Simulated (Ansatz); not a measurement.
## BeS across functionals

```xyz
2
Lattice="0.0000 2.3145 2.3145 2.3145 0.0000 2.3145 2.3145 2.3145 0.0000" Properties=species:S:1:pos:R:3 pbc="T T T"
Be    0.0000    0.0000    0.0000
S     2.3145    2.3145    2.3145
```

Atom numbers follow the list: Be1, S2.

The cell was built from the rocksalt type and relaxed in the same program, and has space group Fm-3m; it needn't be a known or the stable phase.

One fixed cell is solved with several functionals by PAW with the default files in Ansatz 0.2.0, scalar-relativistically. A positive pressure means that the functional wants a larger cell.

The PAW files were made with PBE; their cores are remade for each functional.

Numerical set-up: a Γ-centred 13×13×13 k mesh, Fermi–Dirac smearing of 0.08 eV, cutoff 420 eV, no spin polarisation.

Cutoffs: PBE 420 eV, LDA 420 eV, PBEsol 420 eV, r²SCAN 500 eV.

```tsv
setting	P (GPa)	gap over the k mesh and a high-symmetry path (eV)	lowest level at Γ above −25 eV, from the valence-band top or, without a gap, the Fermi level (eV)
PBE	?	0.97	-15.13
LDA	-5.19	0.95	-15.10
PBEsol	-2.76	0.93	-15.15
r²SCAN	0.38	?	-15.80
```

Task: Fill in "gap over the k mesh and a high-symmetry path (eV)" for the row "r²SCAN".

Result: 1.33.

Task: What belongs in the row "PBE", column "P (GPa)"?

Result: 0.03.
